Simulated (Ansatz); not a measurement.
The system is Mg.

```xyz
2
Lattice="3.2093 0.0000 0.0000 -1.6046 2.7793 0.0000 0.0000 0.0000 5.2103" Properties=species:S:1:pos:R:3 pbc="T T T"
Mg    1.6047    0.9264    3.9077
Mg    0.0000    1.8529    1.3026
```

```yaml
Program: Ansatz 0.2.0
Task: relaxation of cell and atoms
Functional: r2SCAN
Potentials_or_basis: Ansatz PAW
Cutoff: "500 eV (not typed: the program's choice for these potentials)"
k_mesh: 10 × 10 × 5
Occupations: fermi-dirac, width 0.05 eV
Spin: no spin polarisation
```

At the start: volume 23.24 Å³/atom.

Q: Where does the relaxation end?

A: It ends after 6 steps and the volume is 22.63 Å³/atom (-2.6 %); space group P6_3/mmc (No. 194, to 0.05 Å).

Step by step:
```tsv
step	energy change (eV)	largest force (eV/Å)	volume (Å³)
1	0.0000	0.0000	46.47
2	-0.0056	0.0000	45.38
3	-0.0068	0.0000	45.10
4	-0.0072	0.0000	45.21
5	-0.0072	0.0000	45.27
6	-0.0070	0.0000	45.27
```

Final structure:
```
Mg
1.0
     3.15208    0.00000    0.00000
    -1.57604    2.72978    0.00000
     0.00000    0.00000    5.26106
Mg
2
Direct
  0.66667 0.33333 0.75000
  0.33333 0.66667 0.25000
```

Caveat: the plane-wave basis is chosen anew once the cell has moved, so the energies of steps on either side of that aren't comparable; the PAW data sets come from PBE, with cores solved anew for the run's functional, which leaves a small shift of forces and pressure.
